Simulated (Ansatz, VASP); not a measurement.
**SiC in VASP and in Ansatz**

```
CELL_PARAMETERS angstrom
0.00000 2.29936 2.29936
2.29936 0.00000 2.29936
2.29936 2.29936 0.00000
ATOMIC_POSITIONS crystal
Si 0.00000 0.00000 0.00000
C 0.75000 0.75000 0.75000
```

Change from the starting cell: strain +0.050 along x and y, +0.050 along z, atoms carried along.

Alike in both runs: task single point; functional PBE; k mesh 10 × 10 × 10; occupations gaussian, width 0.05 eV; no spin polarisation.

```csv
,VASP,Ansatz
version,VASP 6.6.1,Ansatz 0.2.0
potentials or method,"VASP PAW PBE potentials, release 64 (Si, C)","scalar-relativistic, plane waves, PAW"
plane-wave cutoff (eV),520,420
valence electrons in the cell,8,8
```

|  | VASP | Ansatz | Ansatz less VASP |
| --- | --- | --- | --- |
| gap on the k mesh at the Fermi level (eV) | 1.49 | 1.49 | +0.002 |
| least direct gap on the mesh (eV) | 4.36 | 4.36 | +0.001 |
| pressure (GPa) | -23.2 | -23.2 | 0.00 |

The functional is the same, so the differences come from potentials, cutoffs and numerics.

Caveats: so large a pressure means that the cell lies far from this level's equilibrium, or that cutoff or potentials fall short (VASP). A k mesh can miss the band edges.
